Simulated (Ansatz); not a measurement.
Input and command of a plane-wave DFT calculation in Ansatz:

```yaml
crystal:
  lattice:
    - [0.0, 2.325, 2.325]
    - [2.325, 0.0, 2.325]
    - [2.325, 2.325, 0.0]
  atoms:
    - { symbol: Hf, position: [0.5, 0.5, 0.5] }
    - { symbol: C, position: [-0.064516129, -0.064516129, 0.064516129] }
basis:
  ecutwfc: 420
kpoints:
  mp_grid: { grid: [18, 18, 18] }
hamiltonian:
  xc: pbe
scf:
  occupations: { method: gaussian, width: 0.15 }
output:
  forces: true
  stress: true
  eigenvalues: true
  write_density: true
  write_potential: true
  elf: true
  volumetric_format: npy
```

```bash
ansatz run input.yaml --threads 1 --pin off --max-ram 2560MiB --backend cpu --events-out ev --progress --plain --runs-dir out
```

Processor: Arm Neoverse V1, 1 thread, on a host shared with other jobs.

**Question.** How long does it run, and how much memory does it take?

**Answer.** About 39 s on 1 thread of Arm Neoverse V1 (shared host), peak memory 0.5 GiB. It solves 19 bands at 480 k points (the mesh reduced by symmetry) with about 531 plane waves, in 7 SCF iterations.
